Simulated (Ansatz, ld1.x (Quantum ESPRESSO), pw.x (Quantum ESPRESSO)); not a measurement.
# iron (Fe) (fcc): variants of one ultrasoft potential in the solid

- Element: Fe (Z = 26)
- Generator: ld1.x (Quantum ESPRESSO) 7.5
- Type: ultrasoft
- Functional: PBEsol
- Relativity: scalar-relativistic
- Frozen core: [Ne] 3s2
- Valence charge: 14
- Reference configuration: 3p6 3d6 4s2 4p0
- Partial waves: 4s (bound): rcut 2.45, rcutus 2.80 bohr; 4s channel at 1.2 Ry: rcut 2.45, rcutus 2.80 bohr; 3p (bound): rcut 1.40, rcutus 1.50 bohr; 4p (bound, empty): rcut 1.40, rcutus 1.50 bohr; 3d (bound): rcut 1.20, rcutus 1.60 bohr; 3d channel at 4.55 Ry: rcut 1.20, rcutus 1.60 bohr
- Local potential: all-electron potential smoothed inside 1.45 bohr (lloc = -2)
- Core correction: Bessel-smoothed model core inside 1.10 bohr
- Augmentation charge: PSQ, radius 1.00 bohr

Crystal test: fcc Fe in pw.x 7.5, no spin, 16³ k-points, Fermi–Dirac smearing 0.01 Ry, cutoffs set for each file from its atomic test. The reference is all-electron LAPW (Ansatz 0.2.0) with the same functional, mesh and smearing; V0 and B0 come from Birch–Murnaghan fits to the pressures at five volumes. Errors are pseudo minus all-electron; Δ is the rms difference of the E(V) curves that follow from these fits, minima aligned, over ±6 % about the mean V0. Mesh and smearing are coarse, so the numbers serve the comparison and aren't converged zero-temperature values; the lattice is a test structure that the element need not adopt. Spin polarisation and strong correlation are left out, which matters for this element.

All-electron: a0 = 3.409 Å (V0 = 9.90 Å³/atom), B0 = 313.5 GPa.

Base: The largest radius (2.80 bohr) exceeds half the bond length (2.28 bohr), so the spheres overlap, which is one possible source of error among others. Atomic configuration tests: test run stopped at test 2 of 7 (negative rho).

3 further variants are left out: they gave no file fit for a test, a broken result, the same result as the base, or pressures whose basis-set error rivals the error shown.

| change | cutoffs (Ry) | pw.x | a0 (Å) | a0 error (%) | B0 error (%) | Δ (meV/atom) | mean pressure error (GPa) |
| --- | --- | --- | --- | --- | --- | --- | --- |
| base | 100/800 | converged | 3.415 | +0.18 | +0.9 | 3.8 | +1.83 |
| wave 3d channel at 4.55 Ry: rcut 1.20, rcutus 1.60 bohr becomes 3d channel at 1.37 Ry: rcut 1.20, rcutus 1.60 bohr | 100/800 | converged | 3.446 | +1.08 | -0.6 | 22.4 | +11.06 |

(1) Give the row for: wave 3d channel at 4.55 Ry: rcut 1.20, rcutus 1.60 bohr becomes 3d channel at 5.78 Ry: rcut 1.20, rcutus 1.60 bohr.

## Answers

(1) pw.x: converged; mean pressure error (GPa): +2.80; a0 (Å): 3.418; a0 error (%): +0.28; B0 error (%): +0.4; Δ (meV/atom): 5.9.
